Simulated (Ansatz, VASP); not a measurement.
# Si4N3 in VASP and in Ansatz

```
Si N
1.0
     4.16495    0.00000    0.00000
     0.00000    4.16495    0.00000
     0.00000    0.00000    4.16495
Si N
4 3
Direct
  0.28207 0.28207 0.71793
  0.71793 0.71793 0.71793
  0.28207 0.71793 0.28207
  0.71793 0.28207 0.28207
  0.00000 0.00000 0.50000
  0.50000 0.00000 0.00000
  0.00000 0.50000 0.00000
```

Alike in both runs: functional PBE; k mesh 10 × 10 × 10; occupations gaussian, width 0.1 eV; no spin polarisation.

Ansatz relaxed the structure, and its values are those at the end. VASP's run is a single point on that final structure, the one shown.

|  | VASP | Ansatz |
| --- | --- | --- |
| version | VASP 6.6.1 | Ansatz 0.2.0 |
| potentials or method | VASP PAW PBE potentials, release 64 (Si, N) | scalar-relativistic, plane waves, PAW |
| plane-wave cutoff (eV) | 520 | 420 |
| valence electrons in the cell | 31 | 31 |

```tsv
	VASP	Ansatz	Ansatz less VASP
gap on the k mesh at the Fermi level (eV)	none	none	-
pressure (GPa)	-0.1	0.0	+0.09
rms of the force components (eV/Å)	0.004	0.000	-0.0038
```

A gap of «none» marks a metal or a gap that the smearing closes.
